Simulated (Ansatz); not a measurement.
Input of an Ansatz 0.2.0 run:

File input.yaml:

```yaml
crystal:
  lattice:
    - [4.5998373239, 0.0, 0.0]
    - [0.0, 4.5998373239, 0.0]
    - [0.0, 0.0, 2.95921356]
  atoms:
    - { symbol: Ti, position: [0.0, 0.0, 0.5] }
    - { symbol: Ti, position: [0.5, 0.5, 0.0] }
    - { symbol: O, position: [0.30432132, 0.30432132, 0.5] }
    - { symbol: O, position: [0.19567868, 0.80432132, 0.0] }
    - { symbol: O, position: [0.80432132, 0.19567868, 0.0] }
    - { symbol: O, position: [0.69567868, 0.69567868, 0.5] }
hamiltonian:
  xc: { exchange: b88, correlation: pbe }
  pseudopotentials: { kind: paw }
kpoints:
  mp_grid: { grid: [6, 6, 9] }
  band_path:
    path:
      - [[0.0, 0.0, 0.0], [0.0, 0.5, 0.0], [0.5, 0.5, 0.0], [0.0, 0.0, 0.0], [0.0, 0.0, 0.5], [0.0, 0.5, 0.5], [0.5, 0.5, 0.5], [0.0, 0.0, 0.5]]
      - [[0.0, 0.5, 0.0], [0.0, 0.5, 0.5]]
      - [[0.5, 0.5, 0.0], [0.5, 0.5, 0.5]]
    npoints: 14
scf:
  occupations: { method: fermi_dirac, width: 0.05 }
  n_extra_bands: 15
output:
  forces: true
  stress: true
  eigenvalues: true
  fatbands: false
```

Potentials or basis: Ansatz PAW.

The run is started by

```bash
$ ansatz run input.yaml --threads 2 --pin off --max-ram 5120MiB --backend cpu --events-out ev --progress --plain --runs-dir out
```

(1) Predict the band gap along the path.

(2) What does it give for the band gap on the k mesh?

Results:

(1) 1.87 eV, direct.

(2) 1.87 eV, direct.

**Measured values to compare with.**

“Shallow Valence Band of Rutile GeO2 and P-type Doping”, 2020, arxiv:2011.08928 quotes, for a bulk crystal of TiO2 at 1.6 K: band gap 3.03 eV (direct).

Against the measured gap of TiO2, 3.03 eV (direct; 1.6 K; quoted in “Shallow Valence Band of Rutile GeO2 and P-type Doping”, 2020, arxiv:2011.08928), the calculated 1.87 eV is off by -1.16 eV. 2 values of this kind are on record in papers (3.03 to 3.05 eV); this one was drawn at random among those near their median. The value is that of BPBE, without temperature or zero-point motion. The cell is a database's relaxed one, not the measured one, which moves gaps too.
